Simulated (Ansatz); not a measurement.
**BeS in Ansatz: the effect of functional**

Crystal: BeS.

```xyz
2
Lattice="0.0000 2.4726 2.4726 2.4726 0.0000 2.4726 2.4726 2.4726 0.0000" Properties=species:S:1:pos:R:3 pbc="T T T"
S     3.7088    3.7088    3.7088
Be    0.0000    0.0000    0.0000
```

The cell isn't the ideal one: volume scaled by 1.06.

Alike in all runs:

* Program: Ansatz 0.2.0
* Task: single point
* Potentials or basis: Ansatz PAW
* k mesh: 9 × 9 × 9
* Occupations: fermi-dirac, width 0.05 eV
* Spin: no spin polarisation

```csv
functional,cutoff,gap on the mesh (eV),pressure (GPa)
LDA,420 eV (not typed: the program's choice for these potentials),?,?
PBEsol,420 eV (not typed: the program's choice for these potentials),3.14,-5.6
r2SCAN,500 eV (not typed: the program's choice for these potentials),3.78,-4.2
```

What does the run with functional LDA give?

gap on the mesh 3.10 eV; pressure -7.9 GPa.

Caveats: odd divisions of the mesh miss points on the zone boundary, where band edges often lie, so the gap on the mesh can be too wide; the PAW data sets come from PBE, with cores solved anew for the run's functional, which leaves a small shift of forces and pressure.

A k mesh can miss the band edges.
